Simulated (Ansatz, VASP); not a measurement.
## HgTe: VASP beside Ansatz

```xyz
2
Lattice="0.0000 3.1800 3.1800 3.1800 0.0000 3.1800 3.1800 3.1800 0.0000" Properties=species:S:1:pos:R:3 pbc="T T T"
Hg    0.0000    0.0000    0.0000
Te    3.1800    3.1800    3.1800
```

Measurements of this composition are mostly on another form, of space group No. 216.

Alike in both runs: task single point; functional PBE; k mesh 7 × 7 × 7; occupations fermi-dirac, width 0.05 eV; no spin polarisation.

|  | VASP | Ansatz |
| --- | --- | --- |
| version | VASP 6.6.1 | Ansatz 0.2.0 |
| potentials or method | VASP PAW PBE potentials, release 64 (Hg, Te) | Ansatz PAW |
| plane-wave cutoff (eV) | 520 | 420 |
| valence electrons in the cell | 18 | 36 |

```tsv
	VASP	Ansatz	Ansatz less VASP
gap on the k mesh at the Fermi level (eV)	none	none	-
pressure (GPa)	-3.7	-3.7	-0.06
```

A gap of «none» marks a metal or a gap that the smearing closes. The two sets of potentials don't hold the same shells in valence.

The runs have no spin-orbit coupling, so splittings on Hg, Te are missing.
